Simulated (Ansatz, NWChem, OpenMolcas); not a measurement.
# Errors in the dipole moment

6 molecules of light elements (H to F); the dipole moment in D, computed less measured. Shapes, held fixed at every level: PBE0-D4/def2-TZVP. No vibrational averaging. Dipoles are compared by magnitude; molecules under 1 D, whose direction can flip, are left out. Programs: Ansatz 0.2.0, NWChem 7.3.0, OpenMolcas 26.06. Measured values: NIST CCCBDB.

Levels: A = HF/STO-3G; B = r2SCAN-D4/def2-TZVPP; C = PBE0/def2-SVP; D = B3LYP-D4/def2-TZVPP; E = wB97M-V/def2-TZVPP.

```csv
molecule,measured,A,B,C,D,E
HCN (hydrogen cyanide),2.98,-0.52,+0.04,-0.09,+0.05,+0.06
NOF (SMILES O=NF),1.81,-1.44,-0.48,-0.56,-0.42,-0.36
CH2F2 (difluoromethane),1.97,-0.70,-0.17,-0.11,-0.10,-0.11
CHF3 (trifluoromethane),1.65,-0.56,-0.15,-0.11,-0.08,-0.09
C2H5N (N-methylmethanimine),1.53,-0.01,-0.10,-0.09,-0.06,-0.02
C4H5N (pyrrole),1.84,+0.08,+0.10,+0.19,+0.07,+0.11
```

**Question.** Which level does best on this set, which worst, and which err to one side?

**Answer.** 
| level | kind | mean error | mean absolute error | worst case |
| --- | --- | --- | --- | --- |
| HF/STO-3G | Hartree–Fock | -0.525 | 0.552 | NOF |
| r2SCAN-D4/def2-TZVPP | meta-GGA | -0.127 | 0.173 | NOF |
| PBE0/def2-SVP | global hybrid | -0.128 | 0.192 | NOF |
| B3LYP-D4/def2-TZVPP | global hybrid | -0.090 | 0.130 | NOF |
| wB97M-V/def2-TZVPP | range-separated hybrid | -0.068 | 0.125 | NOF |

On this set wB97M-V/def2-TZVPP has the smallest mean absolute error and HF/STO-3G the largest. HF/STO-3G is too low in 5 of 6; r2SCAN-D4/def2-TZVPP is too low in 4 of 6; PBE0/def2-SVP is too low in 5 of 6; B3LYP-D4/def2-TZVPP is too low in 4 of 6. All levels miss NOF on one side: the cause may be the shape, the tabulated value or an error that the levels share. The levels differ in basis as well as in method. The tabulated values of NOF, C4H5N are in doubt (older tables, estimates, or at odds with other calculations) and kept here. Over the 4 molecules whose values aren't doubted the mean absolute errors are A 0.448; B 0.115; C 0.100; D 0.073; E 0.070. The smallest two are near a tie. The set is small.
